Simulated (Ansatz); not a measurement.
Here is an Ansatz 0.2.0 calculation.

input.yaml

```yaml
crystal:
  lattice:
    - [3.5613831954, 0.0, 0.0]
    - [-1.7806915977, 3.0842483198, 0.0]
    - [0.0, 0.0, 38.99026814]
  atoms:
    - { symbol: Te, position: [0.3333333333, 0.6666666667, 0.32822317] }
    - { symbol: Te, position: [0.3333333333, 0.6666666667, 0.95181809] }
    - { symbol: Te, position: [0.6666666667, 0.3333333333, 0.14008092] }
    - { symbol: Te, position: [0.6666666667, 0.3333333333, 0.76363067] }
    - { symbol: Te, position: [0.6666666667, 0.3333333333, 0.04818191] }
    - { symbol: Te, position: [0.6666666667, 0.3333333333, 0.67177683] }
    - { symbol: Te, position: [0.3333333333, 0.6666666667, 0.23636933] }
    - { symbol: Te, position: [0.3333333333, 0.6666666667, 0.85991908] }
    - { symbol: Mo, position: [0.6666666667, 0.3333333333, 0.282338] }
    - { symbol: Mo, position: [0.6666666667, 0.3333333333, 0.90585884] }
    - { symbol: Mo, position: [0.3333333333, 0.6666666667, 0.09414116] }
    - { symbol: Mo, position: [0.3333333333, 0.6666666667, 0.717662] }
hamiltonian:
  xc: pbesol
  pseudopotentials: { kind: paw }
  hubbard: { sites: [{ species: Mo, l: d, u_eff: 8.0 }] }
kpoints:
  mp_grid: { grid: [7, 7, 1] }
scf:
  occupations: { method: fermi_dirac, width: 0.05 }
output:
  forces: true
  stress: true
  eigenvalues: true
```

Potentials or basis: Ansatz PAW.

Command:

```bash
$ ansatz run input.yaml --threads 4 --pin off --max-ram 11264MiB --backend cpu --events-out ev --progress --plain --runs-dir out
```

Q: What does it give for the largest force?

A: 0.258 eV/Å.

Q: Predict the band gap on the k mesh.

A: 1.05 eV, indirect (least direct gap 1.44 eV).

Forces on the atoms (eV/Å):
```
Te   0.000  0.000 -0.258
Te   0.000  0.000 -0.232
Te   0.000  0.000 -0.224
Te   0.000  0.000 -0.223
Te   0.000  0.000  0.232
Te   0.000  0.000  0.258
Te   0.000  0.000  0.223
Te   0.000  0.000  0.224
Mo   0.000  0.000 -0.014
Mo   0.000  0.000  0.008
Mo   0.000  0.000 -0.008
Mo   0.000  0.000  0.014
```

Caveat: odd divisions of the mesh miss points on the zone boundary, where band edges often lie, so the gap on the mesh can be too wide; spin-orbit coupling is left out, which moves the levels of the heavy elements; the PAW data sets come from PBE, with cores solved anew for the run's functional, which leaves a small shift of forces and pressure; the U is typed as a test and isn't derived for this compound.
